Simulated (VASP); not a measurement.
# LiH (Fm-3m) in VASP: a series of runs

The runs below take LiH through elastic constants, G0W0 quasiparticle levels, with rev-vdW-DF2, PBE, r2SCAN.

Everything below comes from runs of VASP 6.6.1. Logs are shortened: lines on timing, memory, paths and dates and some standing lists are left out, and cuts for length are marked.

### Step 1. Starting point

Symmetry: Fm-3m, No. 225, cubic system. Conventional cell: a = 4.074 Å, b = 4.074 Å, c = 4.074 Å, α = 90.00°, β = 90.00°, γ = 90.00°. Li (site symmetry m-3m) is surrounded by 6 H at 2.04 Å. H (site symmetry m-3m) has 6 Li at 2.04 Å as nearest neighbours.

### Step 2. Elastic constants, rev-vdW-DF2

File POSCAR:

```
LiH
1.0
    0.0000000000      2.0367500000      2.0367500000
    2.0367500000      0.0000000000      2.0367500000
    2.0367500000      2.0367500000      0.0000000000
Li H
1 1
Direct
    0.0000000000      0.0000000000      0.0000000000
    0.5000000000      0.5000000000      0.5000000000
```

File INCAR.step1:

```
PREC = Accurate ; ENCUT = 600
EDIFF = 1E-8 ; ISMEAR = 0
SIGMA = 0.01 ; LREAL = False
LASPH = True ; NELM = 100
ALGO = Normal ; ISIF = 3
LWAVE = False ; LCHARG = False
GGA = MK ; LUSE_VDW = True
AGGAC = 0.0 ; PARAM1 = 0.1234
PARAM2 = 0.711357 ; ZAB_VDW = -1.8867
IBRION = 2 ; NSW = 40
EDIFFG = -0.002
```

File INCAR.step2:

```
PREC = Accurate ; ENCUT = 600
EDIFF = 1E-8 ; ISMEAR = 0
SIGMA = 0.01 ; LREAL = False
LASPH = True ; NELM = 100
ALGO = Normal ; ISIF = 3
LWAVE = False ; LCHARG = False
GGA = MK ; LUSE_VDW = True
AGGAC = 0.0 ; PARAM1 = 0.1234
PARAM2 = 0.711357 ; ZAB_VDW = -1.8867
IBRION = 6 ; NFREE = 2
POTIM = 0.015 ; NSW = 1
```

File KPOINTS:

```
regular mesh
0
Gamma
  8 8 8
```

Potentials or basis: VASP PAW PBE potentials, release 64 (Li_sv, H).

Launch:

```sh
$ cat potpaw_PBE.64/Li_sv/POTCAR potpaw_PBE.64/H/POTCAR > POTCAR
$ cp INCAR.step1 INCAR
$ mpirun -np 1 vasp_std > vasp.out
$ cp CONTCAR POSCAR
$ cp INCAR.step2 INCAR
$ mpirun -np 1 vasp_std > vasp.out
```

OUTCAR:

```text
PREC = Accurate
   ENCUT = 600
   EDIFF = 1E-8
   ISMEAR = 0
   LREAL = False
   LASPH = True
   NELM = 100
   ISIF = 3
   GGA = MK
   IBRION = 6
   NFREE = 2
   POTIM = 0.015
   NSW = 1

 ion  position               nearest neighbor table
   1  0.000  0.000  0.000-
   2  0.500  0.500  0.500-

  LATTYP: Found a face centered cubic cell.
 ALAT       =     4.0018789387

  Lattice vectors:

 A1 = (   0.0000000000,   2.0009394693,   2.0009394693)
 A2 = (   2.0009394693,   0.0000000000,   2.0009394693)
 A3 = (   2.0009394693,   2.0009394693,   0.0000000000)

Analysis of symmetry for initial positions (statically):
=====================================================================
 Subroutine PRICEL returns:
 Original cell was already a primitive cell.

 Routine SETGRP: Setting up the symmetry group for a
 face centered cubic supercell.

 Subroutine GETGRP returns: Found 48 space group operations
 (whereof 48 operations were pure point group operations)
 out of a pool of 48 trial point group operations.

The static configuration has the point symmetry O_h .

Analysis of symmetry for dynamics (positions and initial velocities):
=====================================================================
 Subroutine PRICEL returns:
 Original cell was already a primitive cell.

 Routine SETGRP: Setting up the symmetry group for a
 face centered cubic supercell.

 Subroutine GETGRP returns: Found 48 space group operations
 (whereof 48 operations were pure point group operations)
 out of a pool of 48 trial point group operations.

The dynamic configuration has the point symmetry O_h .

 Subroutine INISYM returns: Found 48 space group operations
 (whereof 48 operations are pure point group operations),
 and found     1 'primitive' translations
[... 355 lines left out ...]
 Fermi energy:         0.1377621026

 k-point     1 :       0.0000    0.0000    0.0000
  band No.  band energies     occupation
      1     -44.1796      2.00000
      2      -5.3237      2.00000
      3      16.2990      0.00000
      4      17.9457      0.00000
      5      17.9457      0.00000
      6      17.9524      0.00000
[... 199 lines left out ...]
 k-point    24 :      -0.3750    0.2500    0.1250
  band No.  band energies     occupation
      1     -44.1251      2.00000
      2      -1.6450      2.00000
      3       5.2934      0.00000
      4       9.0217      0.00000
      5      13.4672      0.00000
      6      16.5553      0.00000

 [... further k-points ...]

------------------------ aborting loop because EDIFF is reached ----------------------------------------

  FORCE on cell =-STRESS in cart. coord.  units (eV):
  Direction    XX          YY          ZZ          XY          YZ          ZX
  --------------------------------------------------------------------------------------
  -------------------------------------------------------------------------------------
  Total        0.0043600      0.0022813      0.0022813     -0.0000000      0.0000000      0.0000000
  in kB        0.4359824      0.2281196      0.2281196     -0.0000000      0.0000000      0.0000000
  external PRESSURE =       0.2974072 kB  Pullay stress =       0.0000000 kB
[... 21 lines left out ...]
  energy  without entropy=       -5.4419704661  energy(sigma->0) =       -5.44197047

Total vdW correction in eV:      0.6898545

 INTERNAL STRAIN TENSORS FROM STRAINED CELLS
 ============================================

 INTERNAL STRAIN TENSOR FOR ION    1 for displacements in x,y,z  (eV/Angst):
          X           Y           Z          XY          YZ          ZX
  --------------------------------------------------------------------------------
  x    -0.00000     0.00000     0.00000     0.00000     0.00000     0.00000
  y    -0.00000     0.00000    -0.00000     0.00000     0.00000    -0.00000
  z     0.00000    -0.00000    -0.00000     0.00000    -0.00000     0.00000

 INTERNAL STRAIN TENSORS FROM DISPLACED ATOMS
 ============================================

 INTERNAL STRAIN TENSOR FOR ION    1 for displacements in x,y,z  (eV/Angst):
          X           Y           Z          XY          YZ          ZX
  --------------------------------------------------------------------------------
  x     0.00000     0.00000     0.00000     0.00000     0.00000     0.00000
  y     0.00000     0.00000     0.00000     0.00000     0.00000     0.00000
  z     0.00000     0.00000     0.00000     0.00000     0.00000     0.00000

 INTERNAL STRAIN TENSOR FOR ION    2 for displacements in x,y,z  (eV/Angst):
          X           Y           Z          XY          YZ          ZX
  --------------------------------------------------------------------------------
  x     0.00000     0.00000     0.00000     0.00000     0.00000     0.00000
  y     0.00000     0.00000     0.00000     0.00000     0.00000     0.00000
  z     0.00000     0.00000     0.00000     0.00000     0.00000     0.00000

 Eigenvectors and eigenvalues of the dynamical matrix
 ----------------------------------------------------

   1 f  =   17.557888 THz   110.319462 2PiTHz  585.668094 cm-1    72.613556 meV
             X         Y         Z           dx          dy          dz
      0.000000  0.000000  0.000000     0.351840    0.000000   -0.000000
      2.000939  2.000939  2.000939    -0.936060   -0.000000    0.000000
[... 21 lines left out ...]
   6 f/i=    0.028004 THz     0.175955 2PiTHz    0.934114 cm-1     0.115815 meV
             X         Y         Z           dx          dy          dz
      0.000000  0.000000  0.000000     0.088289   -0.915362   -0.174715
      2.000939  2.000939  2.000939     0.033185   -0.344060   -0.065671

--------------------------------------------------------------------------------------------------------

 ELASTIC MODULI CONTR FROM IONIC RELAXATION (kBar)
 Direction    XX          YY          ZZ          XY          YZ          ZX
 --------------------------------------------------------------------------------
 XX           0.0000      0.0000      0.0000      0.0000      0.0000      0.0000
 YY           0.0000      0.0000      0.0000      0.0000      0.0000      0.0000
 ZZ           0.0000      0.0000      0.0000      0.0000      0.0000      0.0000
 XY           0.0000      0.0000      0.0000      0.0000      0.0000      0.0000
 YZ           0.0000      0.0000      0.0000      0.0000      0.0000      0.0000
 ZX           0.0000      0.0000      0.0000      0.0000      0.0000      0.0000
 --------------------------------------------------------------------------------

 TOTAL ELASTIC MODULI (kBar)
 Direction    XX          YY          ZZ          XY          YZ          ZX
 --------------------------------------------------------------------------------
 XX         825.9271    123.0445    123.0445     -0.0000      0.0000     -0.0000
 YY         123.0445    825.9271    123.0445      0.0000     -0.0000      0.0000
 ZZ         123.0445    123.0445    825.9271      0.0000      0.0000      0.0000
 XY          -0.0000      0.0000      0.0000    498.2312     -0.0000      0.0000
 YZ           0.0000     -0.0000      0.0000     -0.0000    498.2312      0.0000
 ZX          -0.0000      0.0000      0.0000      0.0000      0.0000    498.2312
 --------------------------------------------------------------------------------
```

OUTCAR.step1:

```text
PREC = Accurate
   ENCUT = 600
   EDIFF = 1E-8
   ISMEAR = 0
   LREAL = False
   LASPH = True
   NELM = 100
   ISIF = 3
   GGA = MK
   IBRION = 2
   NSW = 40
   EDIFFG = -0.002

[... 502 lines left out ...]

 E-fermi :   0.1374     XC(G=0):  -8.4597

 val. band max:        0.0503577730   @ k =   0.5000   0.5000   0.0000
 cond. band min:       3.1658690533   @ k =   0.5000   0.5000   0.0000
 fundamental gap:      3.1155112803
 Fermi energy:         0.1374183205

 k-point     1 :       0.0000    0.0000    0.0000
  band No.  band energies     occupation
      1     -44.1787      2.00000
      2      -5.3241      2.00000
      3      16.3054      0.00000
      4      17.9453      0.00000
      5      17.9453      0.00000
      6      17.9454      0.00000
[... 240 lines left out ...]
  energy  without entropy=       -5.4431963392  energy(sigma->0) =       -5.44319634

Total vdW correction in eV:      0.6898533

 reached required accuracy - stopping structural energy minimisation
```

Wall time 7 min (1 thread of Intel Xeon Platinum 8375C at 2.90GHz (Ice Lake), shared host); peak memory 0.27 GiB.

What came out:

* Relaxed volume: 8.01 Å³/atom
* Relaxed cell: a = 2.830 Å, b = 2.830 Å, c = 2.830 Å, α = 60.00°, β = 60.00°, γ = 60.00°
* Space group after relaxing (to 0.05 Å): Fm-3m (No. 225)
* Elastic constants C11, C12, C44: 83, 12, 50 GPa
* Voigt bulk modulus: 36 GPa
* Highest phonon frequency at Γ, LO-TO splitting left out: 586 cm⁻¹

Step by step:
```
step  energy change (eV)  largest force (eV/Å)  pressure (GPa)  volume (Å³)
   1              0.0000                0.0000           -1.73        16.90
   2             -0.0021                0.0000           -1.33        16.68
   3             -0.0049                0.0000            0.01        16.02
```

Final structure:
```xyz
2
Lattice="0.0000 2.0009 2.0009 2.0009 0.0000 2.0009 2.0009 2.0009 0.0000" Properties=species:S:1:pos:R:3 pbc="T T T"
Li    0.0000    0.0000    0.0000
H     2.0009    2.0009    2.0009
```

Phonon frequencies in cm⁻¹ (negative: imaginary):
```tsv
q point	frequencies
(0.000, 0.000, 0.000)	-1 -1 -1 586 586 586
```

Elastic tensor in Voigt notation (GPa, in the Cartesian axes of the cell as first typed):
```
83 12 12  0  0  0
12 83 12  0  0  0
12 12 83  0  0  0
 0  0  0 50  0  0
 0  0  0  0 50  0
 0  0  0  0  0 50
```

Clamped-ion elastic tensor (GPa):
```
83 12 12  0  0  0
12 83 12  0  0  0
12 12 83  0  0  0
 0  0  0 50  0  0
 0  0  0  0 50  0
 0  0  0  0  0 50
```

Caveat: the cutoff is under 1.25 times the usual one of these potentials, so pressure, stress and relaxed cells hold a basis-set (Pulay) error; the PAW data sets were made with another functional, which shifts forces and pressure a little.

### Step 3. G0W0 quasiparticle levels, PBE

POSCAR is that of step 2.

File INCAR.step1:

```
PREC = Accurate
ENCUT = 450
EDIFF = 1E-8
ISMEAR = 0
SIGMA = 0.01
LREAL = F
LASPH = T
NELM = 80
ALGO = Normal
LWAVE = T
LCHARG = F
GGA = PE
```

File INCAR.step2:

```
PREC = Accurate
ENCUT = 450
EDIFF = 1E-8
ISMEAR = 0
SIGMA = 0.01
LREAL = F
LASPH = T
NELM = 1
ALGO = Exact
LWAVE = T
LCHARG = F
GGA = PE
NBANDS = 71
LOPTICS = T
ISTART = 1
```

File INCAR.step3:

```
PREC = Accurate
ENCUT = 450
EDIFF = 1E-8
ISMEAR = 0
SIGMA = 0.01
LREAL = F
LASPH = T
ALGO = EVGW0
LWAVE = T
LCHARG = F
GGA = PE
NELMGW = 1
NBANDS = 71
ENCUTGW = 150
NOMEGA = 64
PRECFOCK = Fast
ISTART = 1
NBANDSGW = 9
```

File INCAR.step4:

```
PREC = Accurate
ENCUT = 450
EDIFF = 1E-8
ISMEAR = 0
SIGMA = 0.01
LREAL = F
LASPH = T
ALGO = BSE
LWAVE = F
LCHARG = F
GGA = PE
NBANDS = 71
ENCUTGW = 150
NBANDSO = 3
NBANDSV = 4
ANTIRES = 0
OMEGAMAX = 20
PRECFOCK = Fast
ISTART = 1
NBSEEIG = 10
```

File KPOINTS:

```
regular mesh
0
Gamma
  6 6 6
```

Potentials or basis: VASP PAW PBE potentials, release 64 (Li_GW, H_GW).

Launch:

```sh
$ cat potpaw_PBE.64/Li_GW/POTCAR potpaw_PBE.64/H_GW/POTCAR > POTCAR
$ cp INCAR.step1 INCAR
$ mpirun -np 1 vasp_std > vasp.out
$ cp INCAR.step2 INCAR
$ mpirun -np 1 vasp_std > vasp.out
$ cp INCAR.step3 INCAR
$ mpirun -np 1 vasp_std > vasp.out
$ cp INCAR.step4 INCAR
$ mpirun -np 1 vasp_std > vasp.out
```

OUTCAR:

```text
PREC = Accurate
   ENCUT = 450
   EDIFF = 1E-8
   ISMEAR = 0
   LREAL = F
   LASPH = T
   GGA = PE
   ENCUTGW = 150
   PRECFOCK = Fast
   ISTART = 1

 ion  position               nearest neighbor table
   1  0.000  0.000  0.000-   2 2.04   2 2.04   2 2.04   2 2.04   2 2.04   2 2.04
   2  0.500  0.500  0.500-   1 2.04   1 2.04   1 2.04   1 2.04   1 2.04   1 2.04

  LATTYP: Found a face centered cubic cell.
 ALAT       =     4.0735000000

  Lattice vectors:

 A1 = (   0.0000000000,   2.0367500000,   2.0367500000)
 A2 = (   2.0367500000,   0.0000000000,   2.0367500000)
 A3 = (   2.0367500000,   2.0367500000,   0.0000000000)

Analysis of symmetry for initial positions (statically):
=====================================================================
 Subroutine PRICEL returns:
 Original cell was already a primitive cell.

 Routine SETGRP: Setting up the symmetry group for a
 face centered cubic supercell.

 Subroutine GETGRP returns: Found 48 space group operations
 (whereof 48 operations were pure point group operations)
 out of a pool of 48 trial point group operations.

The static configuration has the point symmetry O_h .

Analysis of symmetry for dynamics (positions and initial velocities):
=====================================================================
 Subroutine PRICEL returns:
 Original cell was already a primitive cell.

[... 101 lines left out ...]
   NSW    =      0    number of steps for IOM
   IBRION =     -1    ionic relax: 0-MD 1-quasi-New 2-CG
   NFREE  =      0    steps in history (QN), initial steepest desc. (CG)
   ISIF   =      0    stress and relaxation
   ISYM   =      3    0-nonsym 1-usesym 2-fastsym
   POTIM  = 0.5000    time-step for ionic-motion
   TEBEG  =    0.0;   TEEND  =   0.0 temperature during run
   PSTRESS=    0.0 pullay stress
   NELECT =       2.0000    total number of electrons
   NUPDOWN=      -1.0000    fix difference up-down
   EMIN   =  10.00;   EMAX   =-10.00  energy-range for DOS
   EFERMI =   0.00;   METHOD = LEGACY
   ISMEAR =     0;   SIGMA  =   0.01  broadening in eV -4-tet -1-fermi 0-gaus
   EFERMI_NEDOS =   21; number of points for ismear=-14 and -15
   IALGO  =     38    algorithm
   IMIX   =      4    mixing-type and parameters
     AMIX     =   0.40;   BMIX     =  1.00
     AMIX_MAG =   1.60;   BMIX_MAG =  1.00
  volume/ion in A,a.u.               =       8.45        57.02
  Fermi-wavevector in a.u.,A,eV,Ry     =   0.803780  1.518924  8.790207  0.646062
  Thomas-Fermi vector in A             =   1.911712
   LORBIT       =      0    0 simple, 1 ext, 2 COOP (PROOUT), +10 PAW based schemes
   GGA     = PE    functional components
   LHFCALC =     T    Hartree Fock is set to
   PRECFOCK=fast      Normal, Fast or Accurate (Low or Medium for compatibility)
   ENCUT4O =  -1.0   cutoff for four orbital integrals eV
   NKREDX  =     1    reduce k-point grid by
   NKREDY  =     1    reduce k-point grid by
   NKREDZ  =     1    reduce k-point grid by
   AEXX    =    1.0000 exact exchange contribution
   HFSCREEN=    0.0000 screening length (either q_TF or 0.3 A-1)
   HFSCREENC=   0.0000 screening length for correlation (either q_TF or 0.3 A-1)
   ENCUTFOCK=  -1.0 apply spherical cutoff to Coloumb kernel
   IVDW    =     0    specifies the selected vdW correction
   LEPSILON=     F    determine dielectric tensor
   LRPA    =     F    only Hartree local field effects (RPA)
   LRPAFORCE           =     F    calculate RPA forces
   ENCUTGW             = 150.0    cutoff for response function in eV
   ENCUTGWSOFT         = 120.0    soft cutoff for Coulomb kernel in GW response function in eV
   ENCUTLF             =  -1.0    cutoff for local field effects
   NELMGW              =     1    number of iterations in solving QP/BSE equation
   NELMHF              =     1    number of iterations in the inner HF iteration
   NKREDLFX            =     1    NKREDLFY  =   1   NKREDLFZ  =   1
 non-spin polarized calculation
 Gauss-broadening in eV      SIGMA  =   0.01
  energy-cutoff  :      450.00
  volume of cell :       16.90
 maximum number of plane-waves:       375
  NGX = 12; NGY = 12; NGZ = 12
   NGX =  9   NGY =  9   NGZ =  9
 maximum number of plane-waves:        76

 BSE (scaLAPACK) attempting allocation of   0.008 Gbyte  rank=    722

=======================================================================
```

OUTCAR.step2:

```text
PREC = Accurate
   ENCUT = 450
   EDIFF = 1E-8
   ISMEAR = 0
   LREAL = F
[... 801 lines left out ...]
     0.00000     4.60363     4.60363     4.60363     0.00000     0.00000     0.00000
     2.03379     5.54008     5.54008     5.54008     0.00000     0.00000     0.00000
     4.06757     3.08575     3.08575     3.08575     0.00000     0.00000     0.00000
     6.10136    -0.60711    -0.60711    -0.60711    -0.00000    -0.00000     0.00000
     8.13515    -1.87744    -1.87744    -1.87744    -0.00000    -0.00000    -0.00000
    10.16894    -1.93076    -1.93076    -1.93076    -0.00000    -0.00000    -0.00000
[... 92 lines left out ...]
   199.31114     0.99572     0.99572     0.99572    -0.00000    -0.00000    -0.00000
   201.34492     0.99581     0.99581     0.99581    -0.00000    -0.00000    -0.00000
```

It took 1.8 min on 1 thread of Intel Xeon Platinum 8488C (Sapphire Rapids), shared host; peak memory 0.27 GiB.

What came out:

| Property | Result |
| --- | --- |
| Band gap on the k mesh, mean-field level | 3.01 eV, direct |
| Quasiparticle gap | 4.96 eV |
| Least direct quasiparticle gap | 4.96 eV |

Levels at points of the mesh, in eV from the valence-band top:
```tsv
k point	band 1	band 2	band 3	band 4	band 5
(0.00, 0.00, 0.00)	-5.28	15.49	17.41	17.41	17.41
(0.50, 0.00, 0.00)	-2.49	4.78	13.29	16.07	16.07
(0.50, 0.50, 0.00)	0.00	3.01	10.59	10.59	13.68
```

Dielectric function (mean over the directions given):
```tsv
energy (eV)	real part	imaginary part
0.32	4.36	0.01
0.80	4.42	0.02
1.28	4.54	0.03
1.76	4.73	0.05
2.32	5.08	0.08
2.80	5.57	0.13
3.28	6.43	0.25
3.76	8.39	0.73
4.32	1.16	15.47
4.80	5.64	1.53
5.29	15.68	17.26
5.85	-0.16	1.51
6.33	6.04	1.90
6.81	-5.21	10.83
7.29	-7.27	12.13
7.85	-1.50	1.19
8.33	-4.93	8.64
8.81	-2.39	0.74
9.37	-2.44	1.86
9.85	-0.16	1.35
10.33	-0.75	0.47
10.81	0.35	1.18
11.37	-0.40	0.87
11.85	-0.20	0.32
12.33	-0.36	0.28
12.89	-0.19	0.19
13.37	0.67	0.68
13.85	-0.60	0.49
14.33	-0.11	0.35
14.89	0.13	0.07
15.38	0.39	0.11
15.86	0.22	0.35
16.42	0.16	0.08
16.90	0.33	0.10
17.38	0.34	0.04
17.86	0.45	0.10
18.42	0.27	0.10
18.90	0.43	0.03
19.38	0.44	0.03
19.94	0.51	0.01
```

Lowest excitation energies (eV) and strengths:
```
energy  strength
 4.290      17.1
 4.290      17.1
 4.290      17.1
 5.360      26.5
 5.360      26.5
 5.360      26.5
 5.473         0
 5.473         0
 5.473         0
 5.485         0
```

Caveat: the k mesh is coarse (spacing up to 0.45 Å⁻¹), so the values aren't converged; bands, screening cutoff and mesh are small and nothing is extrapolated, so the quasiparticle values aren't converged; spectra need much finer meshes, so this one isn't converged. A k mesh can miss the band edges.

[end of part 1 of 2]
